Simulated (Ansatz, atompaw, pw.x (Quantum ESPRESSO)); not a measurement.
pw.x on sc H: one setting changed

Potential: PAW, atompaw 4.2.0.5, PBE; core none, reference 1s1; waves: 1s (bound): rc 1.50 bohr; 1s channel at 0.45 Ry: rc 1.50 bohr; 2p channel at 0.25 Ry: rc 1.30 bohr; local part: troulliermartins scheme with l = 2 at 0.5 Ry, radius 1.15 bohr; core correction: none; augmentation: gaussian compensation charge, radius 1.45 bohr; PAW radius 1.50 bohr; waves and projectors: custom rrkj gramschmidtortho.

The reference run (k-mesh 18³, cutoffs 40/400 Ry, Fermi–Dirac 0.01 Ry, mixing_beta 0.4, conv_thr 1e-9, no spin) gives 0.84 GPa at 3.057 Å³/atom, where all-electron LAPW gives 1.13 GPa. This run, with its own iteration cap, changes k-mesh points per axis to 6.

```
&control
  calculation='scf', prefix='x', pseudo_dir='./', outdir='./tmp', tstress=.true., disk_io='none'
/
&system
  ibrav=0, nat=1, ntyp=1, ecutwfc=40, ecutrho=400, nbnd=7,
  occupations='smearing', smearing='fd', degauss=0.01
/
&electrons
  conv_thr=1e-09, mixing_beta=0.4, electron_maxstep=60
/
ATOMIC_SPECIES
H 1.0 H.UPF
CELL_PARAMETERS angstrom
  1.45132657 0.00000000 0.00000000
  0.00000000 1.45132657 0.00000000
  0.00000000 0.00000000 1.45132657
ATOMIC_POSITIONS crystal
H 0.0000 0.0000 0.0000
K_POINTS automatic
6 6 6 0 0 0
```

```bash
pw.x < H.scf.in > H.scf.out
```

Q: How does the run end?

A: It converges in 6 iterations; the free energy moves by +44.8 meV/atom and the pressure by +3.93 GPa.

```
Message from routine setup:
     using ibrav=0 with symmetry is DISCOURAGED, use correct ibrav instead
     lattice parameter (alat)  =       2.7426  a.u.
     unit-cell volume          =      20.6297 (a.u.)^3
     number of electrons       =         1.00
     number of Kohn-Sham states=            7
     kinetic-energy cutoff     =      40.0000  Ry
     charge density cutoff     =     400.0000  Ry
     scf convergence threshold =      1.0E-09
     Exchange-correlation= SLA PW PBX PBC
     number of k points=    20  Fermi-Dirac smearing, width (Ry)=  0.0100
     iteration #  1     ecut=    40.00 Ry     beta= 0.40
     total energy              =      -1.08366193 Ry
     estimated scf accuracy    <       0.00037551 Ry
     iteration #  2     ecut=    40.00 Ry     beta= 0.40
     total energy              =      -1.08357731 Ry
     estimated scf accuracy    <       0.00013577 Ry
     iteration #  3     ecut=    40.00 Ry     beta= 0.40
     total energy              =      -1.08358210 Ry
     estimated scf accuracy    <       0.00000007 Ry
     iteration #  4     ecut=    40.00 Ry     beta= 0.40
     total energy              =      -1.08358247 Ry
     estimated scf accuracy    <       0.00000002 Ry
     iteration #  5     ecut=    40.00 Ry     beta= 0.40
     total energy              =      -1.08358247 Ry
     estimated scf accuracy    <          1.4E-09 Ry
     iteration #  6     ecut=    40.00 Ry     beta= 0.40
     the Fermi energy is     3.3568 ev
!    total energy              =      -1.08358247 Ry
     estimated scf accuracy    <          1.8E-11 Ry
     smearing contrib. (-TS)   =      -0.00022494 Ry
     convergence has been achieved in   6 iterations
          total   stress  (Ry/bohr**3)                   (kbar)     P=       47.71
     Message from routine punch:
     Nothing written, as per user request (disk_io='none')
```

The run took about 1.5 s on one core of a shared host (Intel(R) Xeon(R) Platinum 8559C, 192 threads, 1488 GiB, load 96).
